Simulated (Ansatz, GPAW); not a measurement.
# CoO: programs and potentials compared

```xyz
2
Lattice="0.0000 2.1315 2.1315 2.1315 0.0000 2.1315 2.1315 2.1315 0.0000" Properties=species:S:1:pos:R:3 pbc="T T T"
Co    0.0000    0.0000    0.0000
O     2.1315    2.1315    2.1315
```

Alike in all runs: task single point; functional PBE; k mesh 11 × 11 × 11; occupations gaussian, width 0.024 eV; collinear spin, ferromagnetic start; no spin-orbit coupling. The measured crystal is an antiferromagnetic insulator; the state found here is the runs' own. Pressure is positive in compression and, in plane waves, holds the error of the finite cutoff, which Ansatz's Pulay term estimates and takes out.

| program and potentials | plane-wave cutoff (eV) | notes | pressure (GPa) | net moment per atom (μB) |
| --- | --- | --- | --- | --- |
| Ansatz, Ansatz PAW | 420 | 11.5 valence electrons an atom on average; Pulay term of +0.74 GPa included | -1.59 | 1.49 |
| Ansatz, all-electron LAPW, scalar-relativistic | - | - | ? | ? |
| GPAW, GPAW PAW data sets (gpaw-data 1.2.1) | 800 | 7.5 valence electrons an atom on average | -1.07 | 1.49 |

**Question.** Estimate from the other rows what the run with Ansatz, all-electron LAPW, scalar-relativistic gave.

**Answer.** Pressure -1.68 GPa; net moment per atom 1.49 μB. The other rows, which needn't bracket it: pressure -1.59 to -1.07; net moment per atom 1.49.
